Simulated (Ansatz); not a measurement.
Write the native input for Ansatz 0.2.0 that does the following.

```yaml
Task: single point
Functional: PBE
Potentials_or_basis: all-electron LAPW, scalar-relativistic
Cutoff: 159 eV (chosen from the basis error)
Basis_error_allowed: 0.001 eV/atom
k_mesh: 9 × 9 × 9
Occupations: gaussian, width 0.019 eV
Spin: no spin polarisation
```

Bi:

```
CELL_PARAMETERS angstrom
-1.98143 1.98143 1.98143
1.98143 -1.98143 1.98143
1.98143 1.98143 -1.98143
ATOMIC_POSITIONS crystal
Bi 0.00000 0.00000 0.00000
```

This isn't the form of Bi at room conditions, which is rhombohedral.

The input as run:

input.yaml

```yaml
crystal:
  lattice:
    - [-1.9814305318, 1.9814305318, 1.9814305318]
    - [1.9814305318, -1.9814305318, 1.9814305318]
    - [1.9814305318, 1.9814305318, -1.9814305318]
  atoms:
    - { symbol: Bi, position: [0.0, 0.0, 0.0] }
kpoints:
  mp_grid: { grid: [9, 9, 9] }
scf:
  occupations: { method: gaussian, width: 0.019 }
hamiltonian:
  xc: pbe
  pseudopotentials: { kind: all_electron, lapw: { basis_error: 0.001 } }
output:
  forces: true
  stress: true
  eigenvalues: true
```

Potentials or basis: all-electron LAPW, scalar-relativistic.

The run is started by

```sh
$ ansatz run input.yaml --threads 1 --pin off --max-ram 3072MiB --backend cpu --events-out ev --progress --plain --runs-dir out
```

It gave:

```json
{
 "Pressure": "0.9 GPa",
 "Band gap on the k mesh": "none (metal or under the smearing width)"
}
```

Caveat: spin-orbit coupling is left out, which moves the levels of the heavy elements.

Run time: 2.7 s on 1 thread of Arm Neoverse V2, with other jobs on the host, peak memory 0.23 GiB.
